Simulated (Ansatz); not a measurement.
# NaH (rocksalt) under strain

Rocksalt NaH, relaxed with r2SCAN in the PAW code Ansatz. It is cubic, Fm-3m (No. 225); a = 4.795 Å in the conventional setting, 13.78 Å³ an atom. Around Na lie 6 H at 2.40 Å; around H lie 6 Na at 2.40 Å.

The axes x, y and z are those of this cell:
```xyz
2
Lattice="0.0000 2.3975 2.3975 2.3975 0.0000 2.3975 2.3975 2.3975 0.0000" Properties=species:S:1:pos:R:3 pbc="T T T"
Na    0.0000    0.0000    0.0000
H     2.3975    2.3975    2.3975
```

Unstrained: PBE gives an indirect gap of 3.802 eV, from W to L; the least direct gap is 4.672 eV at L. The r2SCAN gap is indirect, 4.401 eV (W to L), below the direct gap of 5.264 eV at L. With HSE06 the valence top lies at W and the conduction bottom at L, 4.849 eV higher; the smallest vertical gap, at L, is 5.811 eV. Meshes: PBE 10×10×10, r2SCAN 10×10×10, HSE06 6×6×6. Strains are changes of length per length. After each strain the atoms were relaxed again with r2SCAN within the symmetry that the strain leaves, so tilts or polar shifts that break it weren't tested; points keep the names that they have in the unstrained zone. The values are computed, spin-unpolarised, and not measurements.

Changes of the least gap in eV (an overlap counts as a negative gap):
```json
{"strain": "isotropic -2.5 % on every length", "volume change (%)": "-7.3", "space group": "Fm-3m", "PBE": "+0.130", "r2SCAN": "+0.139", "HSE06": "+0.157", "G0W0@PBE (mesh)": "+0.19", "energy rise, r2SCAN (meV/atom)": "6.3"}
{"strain": "epitaxial -1.0 % in the plane normal to [111], free normal strain +0.29 %", "volume change (%)": "-1.7", "space group": "R-3m", "PBE": "-0.050", "r2SCAN": "-0.048", "HSE06": "-0.044", "G0W0@PBE (mesh)": "-0.04", "energy rise, r2SCAN (meV/atom)": "0.5"}
{"strain": "uniaxial +2.0 % along [111]", "volume change (%)": "+2.0", "space group": "R-3m", "PBE": "-0.154", "r2SCAN": "-0.157", "HSE06": "-0.161", "G0W0@PBE (mesh)": "-0.17", "energy rise, r2SCAN (meV/atom)": "1.0"}
```
Unstrained, G0W0@PBE with 114 empty bands, a screening cutoff of 150 eV and a 6×6×6 mesh gives 6.05 eV on its mesh; the band count follows the volume. G0W0 here is at a finite number of bands, screening cutoff and k mesh, not at the basis limit.

Isotropic -2.5 % on every length. HSE06: the gap goes from 4.849 to 5.006 eV (+0.157 eV). Stress change with r2SCAN, compression positive: xx +2.14, yy +2.14, zz +2.14 GPa. For HSE06, dE_g/d ln V = -2.1 eV over this step.

Epitaxial -1.0 % in the plane normal to [111], free normal strain +0.29 %. HSE06: the gap goes from 4.849 to 4.805 eV (-0.044 eV). Stress change with r2SCAN, compression positive: xx +0.43, yy +0.43, zz +0.43, xy -0.21, xz -0.21, yz -0.21 GPa.

Uniaxial +2.0 % along [111], other directions held. HSE06: the gap goes from 4.849 to 4.688 eV (-0.161 eV). Stress change with r2SCAN, compression positive: xx -0.47, yy -0.47, zz -0.47, xy -0.32, xz -0.32, yz -0.32 GPa.

The meshes of the hybrids are coarse, so their gaps aren't converged to the digits shown.
